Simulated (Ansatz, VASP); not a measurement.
## Mg in VASP and in Ansatz

File INCAR:

```
ALGO = Normal
EDIFF = 1E-8
ENCUT = 520
GGA = PE
ISIF = 2
ISMEAR = -1
LASPH = True
LCHARG = False
LEFG = True
LREAL = False
LWAVE = False
NBANDS = 7
NELM = 80
PREC = Accurate
SIGMA = 0.08
```

The input KPOINTS:

```
k-points
0
Gamma
  13 13 13
```

Contents of POSCAR:

```
Mg
1.0
    0.0000000000      2.3055459517      2.3055459517
    2.3055459517      0.0000000000      2.3055459517
    2.3055459517      2.3055459517      0.0000000000
Mg
1
Direct
    0.0000000000      0.0000000000      0.0000000000
```

Input for Ansatz:

```yaml
crystal:
  lattice:
    - [0.0, 2.3055459517, 2.3055459517]
    - [2.3055459517, 0.0, 2.3055459517]
    - [2.3055459517, 2.3055459517, 0.0]
  atoms:
    - { symbol: Mg, position: [0.0, 0.0, 0.0] }
kpoints:
  mp_grid: { grid: [13, 13, 13] }
scf:
  occupations: { method: fermi_dirac, width: 0.08 }
hamiltonian:
  xc: pbe
  pseudopotentials: { kind: paw }
output:
  forces: true
  stress: true
  eigenvalues: true
  efg: { contact_densities: true }
```

Change from the starting cell: volume scaled by 1.06, PAW files.

Alike in both runs: task electric field gradients; functional PBE; k mesh 13 × 13 × 13; occupations fermi-dirac, width 0.08 eV; no spin polarisation.

|  | VASP | Ansatz |
| --- | --- | --- |
| version | VASP 6.6.1 | Ansatz 0.2.0 |
| potentials or method | VASP PAW PBE potentials, release 64 (Mg) | PAW with Ansatz's default frozen-core files, scalar-relativistic |
| plane-wave cutoff (eV) | 520 | 420 |
| valence electrons in the cell | 2 | 10 |

VASP gave:

| Property | Result |
| --- | --- |
| pressure (GPa) | -1.9 |
| Vzz of the field gradient on the site that differs most (V/Å²) | 0.0 |

Question: Which values does Ansatz return?

Answer: Pressure (GPa): -1.8; Vzz of the field gradient on the site that differs most (V/Å²): 0.0.

The two sets of potentials don't hold the same shells in valence.
